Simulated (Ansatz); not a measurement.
## AlSb, carrier doping

Take AlSb in the zinc blende structure (space group F-43m, No. 216; a = 6.1775 Å) as the base.

Carriers are added at fixed cell with a uniform background; the Fermi–Dirac width is that of 300 K.

Method: r2SCAN, PAW, 500 eV (Ansatz, a program for electronic structure; no SOC), earlier PAW set.

Notes on the quantities. Fermi level from band edge: Fermi level relative to the doped band's edge (positive inside the band; to 0.05 eV).

```tsv
case	Fermi level from band edge	gap between the host's bands
undoped	–	1.50 eV
electrons 7.0×10^20 cm⁻³	+0.20 eV	1.49 eV
electrons 3.0×10^21 cm⁻³	+0.45 eV	1.46 eV
electrons 5.0×10^21 cm⁻³	+0.60 eV	1.43 eV
holes 7.0×10^20 cm⁻³	+0.20 eV	1.53 eV
holes 3.0×10^21 cm⁻³	+0.50 eV	1.59 eV
holes 5.0×10^21 cm⁻³	+0.65 eV	1.65 eV
```

Carriers are added with a uniform compensating background; total energy and stress of such cells depend on the potential's zero and are not compared; many-body gap narrowing is missing at this level. Spin-orbit coupling, missing from the scalar runs, can matter with Sb. Whether these cells are dynamically stable was not tested.
